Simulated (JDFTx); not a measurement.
Runs of JDFTx 1.7.0 (patched build) on HfC. The structure is cubic, space group Fm-3m (No. 225). The conventional cell has a = 4.650 Å, b = 4.650 Å, c = 4.650 Å, α = 90.00°, β = 90.00°, γ = 90.00°. Around Hf (site symmetry m-3m) lie 6 C at 2.33 Å. Around C (site symmetry m-3m) lie 6 Hf at 2.33 Å. 

```tsv
task	level	potentials or basis	cell	k mesh	cutoff (eV)	max SCF steps	SCF threshold on the energy	solver of the electrons	further solve for the empty bands	band ratio of the Davidson solver	mesh quality	gap on the mesh (eV)	pressure (GPa)
single point	PBEsol	PseudoDojo-SR-PBEsol-0.4.1-standard with smoothed tails	as given	10 × 10 × 10	1116	100	1e-09 Ha	scf	yes	-	not flagged	none	-6.2
single point	PBEsol	SG15-PBE-1.2 with smoothed tails	as given	5 × 5 × 5	1361	100	1e-09 Ha	scf	yes	-	coarse	none	-5.8
single point	r2SCAN	SG15-PBE-1.2 with smoothed tails	as given	5 × 5 × 5	1361	100	1e-09 Ha	scf	yes	-	coarse	none	(a)
single point	LDA	SG15-PBE-1.2 with smoothed tails	as given	5 × 5 × 5	1361	100	1e-09 Ha	scf	yes	-	coarse	none	-15.0
single point	PBEsol	PseudoDojo-SR-PBEsol-0.4.1-standard with smoothed tails	atoms moved at random, drawn with an rms of 0.05 Å	10 × 10 × 10	1116	100	1e-09 Ha	scf	yes	-	not flagged	none	-6.0
```

Alike in all rows: no spin polarisation; smearing fermi-dirac 0.05 eV.

Task: Estimate the missing entries.

Result: (a) -9.5.

Caveats: some runs use coarse meshes; the potentials were made for another functional, which shifts forces and pressure (some runs).

A k mesh can miss the band edges, and the runs leave out spin-orbit coupling on Hf.

A gap of «none» marks a metal or a gap under the smearing width.

The runs don't all hold the same shells in valence.
